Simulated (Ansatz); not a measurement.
## CdS, one cell by several methods

```xyz
2
Lattice="0.0000 2.9430 2.9135 2.9430 0.0000 2.9135 2.9430 2.9430 0.0000" Properties=species:S:1:pos:R:3 pbc="T T T"
Cd    0.0000    0.0000    0.0000
S     4.4144    4.4144    4.3703
```

Atom numbers follow the list: Cd1, S2.

The cell is the one relaxed in the Materials Project (mp-2469), not relaxed further here; entries there can be hypothetical. The listed cell was then made from it by scaling, straining or moving an atom.

Levels of theory: DFT, PBEsol, PAW with Ansatz's default frozen-core files, scalar-relativistic (Ansatz 0.2.0); DFT, PBEsol, all-electron PAW with datasets made for the crystal, scalar-relativistic (Ansatz 0.2.0); DFT, PBEsol, all-electron LAPW, scalar-relativistic (Ansatz 0.2.0).

For PAW: a Γ-centred 7×7×7 k mesh, Fermi–Dirac smearing of 0.02 eV, cutoff 420 eV, no spin polarisation; the PAW files were made with PBE, and the program remakes their frozen cores for this functional. The crystal-made all-electron datasets (AE datasets) take a cutoff of 260 eV at this cell. LAPW targets a basis error of 0.5 meV/atom. The Ansatz runs share mesh, smearing and spin set-up. Plane-wave (PAW) pressures include the program's estimate of the Pulay term.

Stress and pressure are positive in compression.

Spin–orbit coupling is left out, which moves gradients at and beside heavy atoms by some per cent and at worst by a factor of two.

| quantity | PAW | AE datasets | LAPW |
| --- | --- | --- | --- |
| pressure (GPa) | -1.26 | -1.24 | -1.23 |
| stress xx (GPa) | -1.33 | -1.30 | -1.30 |
| stress zz (GPa) | -1.12 | -1.10 | -1.10 |
| band gap (eV) | 0.948 | 0.949 | 0.949 |
| field gradient Vzz at Cd1 (10²¹ V/m²) | 0.32 | 0.33 | – |
| field gradient Vzz at S2 (10²¹ V/m²) | -0.19 | -0.19 | – |

PAW's pressure differs from the LAPW value by -0.02 GPa.
